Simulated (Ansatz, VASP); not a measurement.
Two plane-wave programs on As

```xyz
3
Lattice="4.6579 0.0000 0.0000 -2.3289 4.0338 0.0000 0.0000 0.0000 2.7097" Properties=species:S:1:pos:R:3 pbc="T T T"
As    0.0000    0.0000    0.0000
As    0.0000    2.6892    1.3548
As    2.3289    1.3446    1.3548
```

Alike in both runs: functional PBE; k mesh 8 × 8 × 10; occupations fermi-dirac, width 0.1 eV; no spin polarisation.

Ansatz relaxed the structure, and its values are those at the end. VASP's run is a single point on that final structure, the one shown.

|  | VASP | Ansatz |
| --- | --- | --- |
| version | VASP 6.6.1 | Ansatz 0.2.0 |
| potentials or method | VASP PAW PBE potentials, release 64 (As) | PAW with Ansatz's default frozen-core files, scalar-relativistic |
| plane-wave cutoff (eV) | 520 | 420 |
| valence electrons in the cell | 15 | 45 |

Ansatz gave:

* pressure (GPa): 13.4

Q: Estimate VASP's values.

A: Pressure (GPa): 13.7.

The two sets of potentials don't hold the same shells in valence.
